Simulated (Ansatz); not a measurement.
Vibrational response of AlP at 2 GPa

Computed with DFT LDA, scalar-relativistic, plane waves, PAW in Ansatz. Cutoff 420 eV, 10×10×10 k-points (Γ-centred), fixed occupations. No spin polarisation. Phonons by linear response, acoustic sum rule imposed.

The cell, relaxed at 2 GPa:
```xyz
2
Lattice="0.0000 2.6977 2.6977 2.6977 0.0000 2.6977 2.6977 2.6977 0.0000" Properties=species:S:1:pos:R:3 pbc="T T T"
Al    0.0000    0.0000    0.0000
P     4.0466    4.0466    4.0466
```

Optical modes at Γ (transverse, no macroscopic field); i marks an imaginary frequency:
```tsv
frequency (cm⁻¹)	degeneracy	IR intensity of the level ((D/Å)²/amu)
452	3	23.33
```

All 3 optical modes at Γ are real: no displacement of atoms at fixed cell lowers the energy to second order. Strains and modes at other wave vectors aren't tested by this run.

* Electronic dielectric constant ε∞ (principal values): 8.30
* Static dielectric constant ε0 (principal values): 10.4
* Refractive index √ε∞, mean: 2.88
* Kohn–Sham gap on the mesh: 1.38 eV
* Cost: 37 s on 1 thread of Intel(R) Xeon(R) Platinum 8259CL CPU @ 2.50GHz (Skylake/Cascade Lake) (shared host), peak memory 0.54 GiB

Born effective charges (e):
```json
{"atom": "Al (atom 1)", "Z*xx": "2.20", "Z*yy": "2.20", "Z*zz": "2.20", "mean": "2.20"}
{"atom": "P (atom 2)", "Z*xx": "-2.20", "Z*yy": "-2.20", "Z*zz": "-2.20", "mean": "-2.20"}
```